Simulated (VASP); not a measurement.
# MgTe: single point with PBE

The system is MgTe.

```xyz
4
Lattice="4.6102 0.0000 0.0000 -2.3051 3.9925 0.0000 0.0000 0.0000 7.4963" Properties=species:S:1:pos:R:3 pbc="T T T"
Mg    0.0000    2.6617    7.4716
Mg    2.3051    1.3308    3.7234
Te    0.0000    2.6617    2.7983
Te    2.3051    1.3308    6.5464
```

The cell is a database's computed one.

| Item | Value |
| --- | --- |
| Program | VASP 6.6.1 |
| Task | single point |
| Functional | PBE |
| Potentials or basis | VASP PAW PBE potentials, release 64 (Mg, Te) |
| Cutoff | 520 eV |
| k mesh | 6 × 6 × 4 |
| Occupations | gaussian, width 0.02 eV |
| Spin | no spin polarisation |
| Dipole correction | no |
| Further INCAR settings | ALGO = Normal; EDIFF = 1e-06; NBANDS = 16 |

- Pressure: 0.0 GPa
- Band gap on the k mesh: 2.36 eV, direct

Levels at points of the mesh, in eV from the valence-band top:
```csv
k point,band 5,band 6,band 7,band 8,band 9,band 10,band 11,band 12
"(0.00, 0.00, 0.00)",-0.48,-0.01,-0.01,0.00,2.36,2.92,5.24,5.24
"(0.50, 0.00, 0.00)",-1.90,-1.19,-0.96,-0.44,3.16,3.83,4.25,5.47
"(0.00, 0.00, 0.50)",-0.26,-0.26,-0.26,-0.26,3.37,3.37,5.50,5.50
"(0.50, 0.00, 0.50)",-0.86,-0.86,-0.86,-0.86,3.21,3.21,4.25,4.25
```

It took 29 s on 1 thread of AMD EPYC 9R45 (Zen 5), with other jobs on the host, peak memory 0.22 GiB.

Caveat: spin-orbit coupling is left out, which moves the levels of the heavy elements.
